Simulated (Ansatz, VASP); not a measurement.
# One calculation of Ir, two programs

```
Ir
1.0
     2.75138    0.00000    0.00000
    -1.37569    2.38276    0.00000
     0.00000    0.00000    4.46229
Ir
2
Direct
  0.66667 0.33333 0.75000
  0.33333 0.66667 0.25000
```

This isn't the form of Ir at room conditions, which is fcc.

Alike in both runs: task single point; functional PBEsol; k mesh 24 × 24 × 12; occupations gaussian, width 0.15 eV; no spin polarisation.

|  | VASP | Ansatz |
| --- | --- | --- |
| version | VASP 6.6.1 | Ansatz 0.2.0 |
| potentials or method | VASP PAW PBE potentials, release 64 (Ir) | scalar-relativistic, plane waves, PAW |
| plane-wave cutoff (eV) | 520 | 420 |
| valence electrons in the cell | 18 | 34 |

VASP gave:

```
gap on the k mesh at the Fermi level (eV) : none
pressure (GPa)                            : -11.7
```

Q: Which values does Ansatz return?

A: gap on the k mesh at the Fermi level (eV): none; pressure (GPa): -12.5.

A gap of «none» marks a metal or a gap that the smearing closes. The two sets of potentials don't hold the same shells in valence.

Caveats: the PAW data sets were made with another functional, which shifts forces and pressure a little (VASP). Spin-orbit coupling is left out, which matters for the levels of Ir.
